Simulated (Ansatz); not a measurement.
**Y (sc type): a single-point run**

Aim: a sound single-point run of Y (sc type).

Computed with Ansatz 0.2.0 (DFT, PBE, all-electron LAPW, scalar-relativistic, unless a step's input says otherwise).

### Step 1. Starting point

The structure is cubic, space group Pm-3m (No. 221). Conventional cell: a = 3.319 Å, b = 3.319 Å, c = 3.319 Å, α = 90.00°, β = 90.00°, γ = 90.00°. Y (site symmetry m-3m) has 6 Y at 3.32 Å as nearest neighbours.

Coordinates:

```cif
data_structure
_symmetry_space_group_name_H-M 'P 1'
_symmetry_Int_Tables_number 1
_cell_length_a 3.3193
_cell_length_b 3.3193
_cell_length_c 3.3193
_cell_angle_alpha 90.000
_cell_angle_beta 90.000
_cell_angle_gamma 90.000
_cell_volume 36.57
loop_
_atom_site_label
_atom_site_type_symbol
_atom_site_fract_x
_atom_site_fract_y
_atom_site_fract_z
_atom_site_occupancy
Y1 Y 0.00000 0.00000 0.00000 1
```

### Step 2. Input and run

File input.yaml:

```yaml
crystal:
  lattice:
    - [3.3193440068, 0.0, 0.0]
    - [0.0, 3.3193440068, 0.0]
    - [0.0, 0.0, 3.3193440068]
  atoms:
    - { symbol: "Y", position: [0.0, 0.0, 0.0] }
kpoints:
  mp_grid: { grid: [11, 11, 11] }
scf:
  occupations: { method: fixed }
  max_iter: 100
hamiltonian:
  xc: pbe
  pseudopotentials: { kind: all_electron, lapw: { basis_error: 0.001 } }
output:
  forces: true
  stress: true
  eigenvalues: true
```

Launch:

```
ansatz run input.yaml --threads 1 --pin off --max-ram 2048MiB --backend cpu --events-out ev --progress --plain --runs-dir out
```

**Question.** How will this run end, and is anything wrong with its input?

The program refused the input before any cycle. The line that matters: «inconsistent input (scf.occupations.method, magnetization): a σ = 0 step fill (method: fixed, or a smearing width below the step floor) cannot realise an odd electron count (21) without a locked total moment ...»

In the input, scf.occupations.method is fixed. Fixed occupations fill the same number of bands at every k-point, which holds only for a system with a gap.

Fix: set scf.occupations.method to fermi_dirac.
